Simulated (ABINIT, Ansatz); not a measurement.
# SiC (P6_3mc): G0W0 with ABINIT, start to end

Aim: the G0W0 gap of SiC (P6_3mc) on PBE, step by step.

Program: ABINIT 10.8.3. Level of theory: PBE and many-body steps on it, plane waves. Results are calculated unless marked as measured.

**Experimental background.**

- Gap 3 eV: optical absorption onset, approximate; UV-Vis-NIR transmission; bulk crystal (400 micron semi-insulating 6H-SiC wafer) (“Effects of energetic ion irradiation on WSe2/SiC heterostructures”, 2017, pmc:5482891).

- Gap 3.03 eV: indirect gap, experimental literature value; quoted from earlier experiment; bulk crystal (quoted in “Charge spill-out and work function of few-layer graphene on SiC(0001)”, 2018, arxiv:1806.04908).

- Gap 3.02 eV: band gap at cryogenic temperature; bulk crystal (literature value) (quoted in “Silicon carbide diodes for neutron detection”, 2020, arxiv:2009.14696).

### Step 1. Set-up

The structure is hexagonal, space group P6_3mc (No. 186). The conventional cell has a = 3.077 Å, b = 3.077 Å, c = 15.098 Å, α = 90.00°, β = 90.00°, γ = 120.00°. Nearest to Si lie 4 C at 1.88 to 1.89 Å. Si has 4 C at 1.88 to 1.89 Å nearest. Si has 4 C at 1.89 Å nearest. Nearest to C lie 4 Si at 1.88 to 1.89 Å. C has 4 Si at 1.89 Å nearest. Farther neighbours are not listed.

As a file:

```cif
data_structure
_symmetry_space_group_name_H-M 'P6_3mc'
_symmetry_Int_Tables_number 186
_cell_length_a 3.0766
_cell_length_b 3.0766
_cell_length_c 15.0981
_cell_angle_alpha 90.000
_cell_angle_beta 90.000
_cell_angle_gamma 120.000
_cell_volume 123.77
loop_
_atom_site_label
_atom_site_type_symbol
_atom_site_symmetry_multiplicity
_atom_site_Wyckoff_symbol
_atom_site_fract_x
_atom_site_fract_y
_atom_site_fract_z
_atom_site_occupancy
Si1 Si 2 b 0.33333 0.66667 0.83299 1
Si2 Si 2 b 0.66667 0.33333 0.66650 1
Si3 Si 2 a 0.00000 0.00000 0.49973 1
C1 C 2 a 0.00000 0.00000 0.87437 1
C2 C 2 b 0.33333 0.66667 0.70800 1
C3 C 2 b 0.66667 0.33333 0.54152 1
```

The cell and positions are those that the Materials Project relaxed with its own functionals (PBE, PBE+U or r2SCAN), kept fixed.

### Step 2. Ground state

This step: ABINIT 10.8.3; DFT, PBE, plane waves, norm-conserving pseudopotentials.

The ground-state density comes first.

File run.abi:

```
acell 3*1.0 Angstrom
rprim 
  3.076621010229 -0.000000000007 0.000000000000
  -1.538310505109 2.664431952678 0.000000000000
  0.000000000000 0.000000000000 15.098084320000
ntypat 2
znucl 14 6
natom 12
typat 1 1 1 1 1 1 2 2 2 2 2 2
xred 
  0.333333333333 0.666666666667 0.832986150000
  0.666666666667 0.333333333333 0.332986150000
  0.666666666667 0.333333333333 0.666500600000
  0.333333333333 0.666666666667 0.166500600000
  0.000000000000 0.000000000000 0.499729420000
  0.000000000000 0.000000000000 0.999729420000
  0.000000000000 0.000000000000 0.874366410000
  0.000000000000 0.000000000000 0.374366410000
  0.333333333333 0.666666666667 0.707996780000
  0.666666666667 0.333333333333 0.207996780000
  0.666666666667 0.333333333333 0.541521640000
  0.333333333333 0.666666666667 0.041521640000
pp_dirpath "pseudos"
pseudos "Si.upf, C.upf"
ecut 37
ngkpt 6 6 2
nshiftk 1
shiftk 0 0 0
kptopt 1
chksymbreak 0
nband 34
occopt 1
tolvrs 1e-10
nstep 60
prtwf 0
optforces 0
optstress 0
indata_prefix "in"
outdata_prefix "out"
tmpdata_prefix "tmp"
```

Started as:

```sh
$ OMP_NUM_THREADS=1 mpirun -n 8 abinit run.abi > log
```

Numbers of over 12 decimals in the logs are rounded to 6 here.

The program printed:

```text
.Version 10.8.3 of ABINIT. v10.8.2 released Aug 2026.

 Symmetries : space group P6_3 m c (#186); Bravais hP (primitive hexag.)
================================================================================
 Values of the parameters that define the memory need of the present run
     intxc =       0    ionmov =       0      iscf =       7    lmnmax =       6
     lnmax =       6     mgfft =     160  mpssoang =       3    mqgrid =    7813
     natom =      12  nloc_mem =       1    nspden =       1   nspinor =       1
    nsppol =       1      nsym =      12    n1xccc =    2501    ntypat =       2
    occopt =       1   xclevel =       2
-    mband =          34        mffmem =           1         mkmem =           2
       mpw =        9054          nfft =      163840          nkpt =          14
================================================================================
  Rough estimation (10% accuracy) of disk space for files :
================================================================================

--------------------------------------------------------------------------------
------------- Echo of variables that govern the present computation ------------
--------------------------------------------------------------------------------
 -outvars: echo values of preprocessed input variables --------
            acell      1.8897261259E+00  1.8897261259E+00  1.8897261259E+00 Bohr

      chksymbreak           0
             ecut      3.70000000E+01 Hartree
-          fftalg         312

              ixc     -101130
              kpt      0.00000000E+00  0.00000000E+00  0.00000000E+00
                       1.66666667E-01  0.00000000E+00  0.00000000E+00
                       3.33333333E-01  0.00000000E+00  0.00000000E+00
                       5.00000000E-01  0.00000000E+00  0.00000000E+00
                       1.66666667E-01  1.66666667E-01  0.00000000E+00
                       3.33333333E-01  1.66666667E-01  0.00000000E+00
                       3.33333333E-01  3.33333333E-01  0.00000000E+00
                       0.00000000E+00  0.00000000E+00  5.00000000E-01
                       1.66666667E-01  0.00000000E+00  5.00000000E-01
                       3.33333333E-01  0.00000000E+00  5.00000000E-01
                       5.00000000E-01  0.00000000E+00  5.00000000E-01
[...]
kptrlatt        6    0    0      0    6    0      0    0    2
          kptrlen      3.48838266E+01
P           mkmem           2
            natom          12
            nband          34
            ngfft          32      32     160
             nkpt          14
            nstep          60
             nsym          12
           ntypat           2
              occ      2.000000  2.000000  2.000000  2.000000  2.000000  2.000000
                       2.000000  2.000000  2.000000  2.000000  2.000000  2.000000
                       2.000000  2.000000  2.000000  2.000000  2.000000  2.000000
                       2.000000  2.000000  2.000000  2.000000  2.000000  2.000000
                       0.000000  0.000000  0.000000  0.000000  0.000000  0.000000
                       0.000000  0.000000  0.000000  0.000000
        optforces           0
        optstress           0
            prtwf           0
            rprim      3.0766210102E+00 -7.0000000000E-12  0.0000000000E+00
[...]
spgroup         186

           tolvrs      1.00000000E-10

             xred      3.3333333333E-01  6.6666666667E-01  8.3298615000E-01
[...]
znucl       14.00000    6.00000

================================================================================

 chkinp: Checking input parameters for consistency.

================================================================================
== DATASET  1 ==================================================================
-   mpi_nproc: 8, omp_nthreads: 1 (-1 if OMP is not activated)

--- !DatasetInfo
iteration_state: {dtset: 1, }
dimensions: {natom: 12, nkpt: 14, mband: 34, nsppol: 1, nspinor: 1, nspden: 1, mpw: 9054, }
cutoff_energies: {ecut:  37.0, pawecutdg:  -1.0, }
electrons: {nelect:   4.80000000E+01, charge:   0.00000000E+00, occopt:   1.00000000E+00, tsmear:   1.00000000E-02, }

 Real(R)+Recip(G) space primitive vectors, cartesian coordinates (Bohr,Bohr^-1):
 R(1)=  5.8139711  0.0000000  0.0000000  G(1)=  0.1719995  0.0993039  0.0000000
 R(2)= -2.9069856  5.0350467  0.0000000  G(2)=  0.0000000  0.1986079  0.0000000
 R(3)=  0.0000000  0.0000000 28.5312444  G(3)=  0.0000000  0.0000000  0.0350493
 Unit cell volume ucvol=  8.3521269E+02 bohr^3
 Angles (23,13,12)=  9.00000000E+01  9.00000000E+01  1.20000000E+02 degrees

 getcut: wavevector=  0.0000  0.0000  0.0000  ngfft=  32  32 160
         ecut(hartree)=     37.000   => boxcut(ratio)=   2.01007

--- Pseudopotential description ------------------------------------------------
- Si Generated using ONCVPSP code by D. R. Hamann
- 14.00000   4.00000  171031                  znucl, zion, pspdat
12 -101130 2 -1 1510                          pspcod,pspxc,lmax,lloc,mmax
     nproj     2     2     2
  pspatm : epsatm=    9.34321561
         --- l  ekb(1:nproj) -->
[...]
pspatm: atomic psp has been read  and splines computed

- C Generated using ONCVPSP code by D. R. Hamann
-  6.00000   4.00000  171031                  znucl, zion, pspdat
12 -101130 1 -1 1248                          pspcod,pspxc,lmax,lloc,mmax
     nproj     2     2     0
  pspatm : epsatm=    4.31346680
         --- l  ekb(1:nproj) -->
[...]
pspatm: atomic psp has been read  and splines computed

   3.93312453E+03                                ecore*ucvol(ha*bohr**3)
--------------------------------------------------------------------------------

_setup2: Arith. and geom. avg. npw (full set) are    8981.681    8981.625

================================================================================

--- !BeginCycle
iteration_state: {dtset: 1, }
solver: {iscf: 7, nstep: 60, nline: 4, wfoptalg: 0, }
tolerances: {tolvrs: 1.00E-10, }

     iter   Etot(hartree)      deltaE(h)  residm     vres2
 ETOT  1  -61.035280568982    -6.104E+01 3.797E-02 1.748E+03
 ETOT  2  -61.398730846637    -3.635E-01 1.749E-02 7.109E+02
 ETOT  3  -61.617467408813    -2.187E-01 6.213E-03 7.650E-01
 ETOT  4  -61.617764695523    -2.973E-04 4.202E-03 7.622E-02
 ETOT  5  -61.617773717732    -9.022E-06 1.276E-03 2.337E-03
 ETOT  6  -61.617773871755    -1.540E-07 1.292E-03 2.337E-03
 ETOT  7  -61.617774064316    -1.926E-07 4.608E-04 9.233E-05
 ETOT  8  -61.617774067328    -3.013E-09 2.554E-04 9.782E-06
 ETOT  9  -61.617774067651    -3.223E-10 2.478E-04 2.898E-07
 ETOT 10  -61.617774067659    -7.880E-12 1.646E-04 4.420E-09
 ETOT 11  -61.617774067660    -1.897E-12 2.619E-04 9.547E-10
 ETOT 12  -61.617774067661    -6.324E-13 1.959E-04 1.287E-11

 At SCF step   12       vres2   =  1.29E-11 < tolvrs=  1.00E-10 =>converged.

--- !ResultsGS
iteration_state: {dtset: 1, }
comment   : Summary of ground state results
lattice_vectors:
- [  5.8139711,  -0.0000000,   0.0000000, ]
- [ -2.9069856,   5.0350467,   0.0000000, ]
- [  0.0000000,   0.0000000,  28.5312444, ]
lattice_lengths: [   5.81397,    5.81397,   28.53124, ]
lattice_angles: [ 90.000,  90.000, 120.000, ] # degrees, (23, 13, 12)
lattice_volume:   8.3521269E+02
convergence: {deltae: -6.324E-13, res2:  1.287E-11, residm:  1.959E-04, diffor:  0.000E+00, }
etotal    :  -6.16177741E+01
entropy   :   0.00000000E+00
fermie    :   2.54115613E-01
cartesian_stress_tensor: null
pressure_GPa: null
xred      :
- [  3.3333E-01,   6.6667E-01,   8.3299E-01, Si]
- [  6.6667E-01,   3.3333E-01,   3.3299E-01, Si]
- [  6.6667E-01,   3.3333E-01,   6.6650E-01, Si]
- [  3.3333E-01,   6.6667E-01,   1.6650E-01, Si]
- [  0.0000E+00,  -3.7007E-17,   4.9973E-01, Si]
- [  0.0000E+00,  -3.7007E-17,   9.9973E-01, Si]
- [  0.0000E+00,  -3.7007E-17,   8.7437E-01,  C]
- [  0.0000E+00,  -3.7007E-17,   3.7437E-01,  C]
- [  3.3333E-01,   6.6667E-01,   7.0800E-01,  C]
- [  6.6667E-01,   3.3333E-01,   2.0800E-01,  C]
- [  6.6667E-01,   3.3333E-01,   5.4152E-01,  C]
- [  3.3333E-01,   6.6667E-01,   4.1522E-02,  C]
cartesian_forces: null
force_length_stats: {min: null, max: null, mean: null, }

 Integrated electronic density in atomic spheres:
 ------------------------------------------------
 Atom  Sphere_radius  Integrated_density
[...]
================================================================================

 ----iterations are completed or convergence reached----

 Mean square residual over all n,k,spin=   14.260E-07; max=  19.588E-05
 reduced coordinates (array xred) for   12 atoms
[...]
0.000000000000     -0.000000000000      0.374366410000
       0.333333333333      0.666666666667      0.707996780000
       0.666666666667      0.333333333333      0.207996780000
       0.666666666667      0.333333333333      0.541521640000
       0.333333333333      0.666666666667      0.041521640000
 rms dE/dt=  0.0000E+00; max dE/dt=  0.0000E+00; dE/dt below (all hartree)
    1       0.000000000000      0.000000000000      0.000000000000
    2       0.000000000000      0.000000000000      0.000000000000
    3       0.000000000000      0.000000000000      0.000000000000
    4       0.000000000000      0.000000000000      0.000000000000
    5       0.000000000000      0.000000000000      0.000000000000
    6       0.000000000000      0.000000000000      0.000000000000
    7       0.000000000000      0.000000000000      0.000000000000
    8       0.000000000000      0.000000000000      0.000000000000
    9       0.000000000000      0.000000000000      0.000000000000
[...]
cartesian coordinates (angstrom) at end:
[...]
8      0.000000    -0.000000     5.652216
    9      3.67e-12     1.776288    10.689395
   10      1.538311     0.888144     3.140353
   11      1.538311     0.888144     8.175939
   12      3.67e-12     1.776288     0.626897
 length scales=  1.889726125908  1.889726125908  1.889726125908 bohr
              =  1.000000000000  1.000000000000  1.000000000000 angstroms
 prteigrs : about to open file out_EIG
 Fermi (or HOMO) energy (hartree) =   0.25412   Average Vxc (hartree)=  -0.41535
 Eigenvalues (hartree) for nkpt=  14  k points:
 kpt#   1, nband= 34, wtk=  0.01389, kpt=  0.0000  0.0000  0.0000 (reduced coord)
  -0.31508   -0.29590   -0.29455   -0.23954   -0.23845   -0.18363   -0.06241    0.02402
   0.02547    0.16465    0.16567    0.21190    0.21190    0.21877    0.21877    0.22279
   0.22279    0.24002    0.24002    0.24300    0.24300    0.25277    0.25412    0.25412
   0.44531    0.45156    0.46667    0.48544    0.48674    0.50016    0.50907    0.50908
   0.51765    0.52421
 prteigrs : prtvol=0 or 1, do not print more k-points.

--- !EnergyTerms
iteration_state     : {dtset: 1, }
comment             : Components of total free energy in Hartree
kinetic             :  3.53933954782968E+01
hartree             :  7.02895269838484E+00
xc                  : -2.26904705384516E+01
Ewald energy        : -6.28284077262540E+01
psp_core            :  4.70912929132627E+00
local_psp           : -2.47872110057379E+01
non_local_psp       :  1.55683773477450E+00
total_energy        : -6.16177740676611E+01
total_energy_eV     : -1.67670504977272E+03
band_energy         :  1.69642104392537E+00

== END DATASET(S) ==============================================================
================================================================================

 -outvars: echo values of variables after computation  --------
           etotal     -6.1617774068E+01
            nband          34
             nkpt          14
          spgroup         186
 [... the other variables as echoed above ...]

 Calculation completed.
```

The job ended after 31 s (8 MPI ranks of Arm Neoverse V1, shared host; peak memory 0.83 GiB; 4.1 min of CPU time).

This step gave:

- total energy: -1676.7050 eV
- gap: 2.027 eV
- k of the valence top: 0, 0, 0
- k of the conduction bottom: 0.5, 0, 0
- least direct gap: 3.130 eV

The gap is indirect, with the least direct gap 1.10 eV higher.

(Continued in part 2 of 3.)

[Paths, hosts, dates, memory and timing lines, banners, echoed tables and standing remarks are left out of the program output.]

[Logs are printed without paths, hosts, clocks, repeated set-up lines and the standing remarks that a program may print on its own settings, such as how far it seeks lower states.]

[Runs of the session that timed out or met a known fault of the program may be left out.]

[Hosts, paths, dates, database ids (printed as entryN), source tags and the programs' standing remarks are cut or masked in the printed files.]

[G0W0 gaps are taken among the corrected bands and points alone; a level outside them can change the order at an edge.]

[Where Ansatz stands beside ABINIT at settings called matched, ABINIT's density can come from a denser mesh and the files from another edition; pairs whose starting gaps differed by over 0.03 eV were left out, so agreement reads better than it is.]
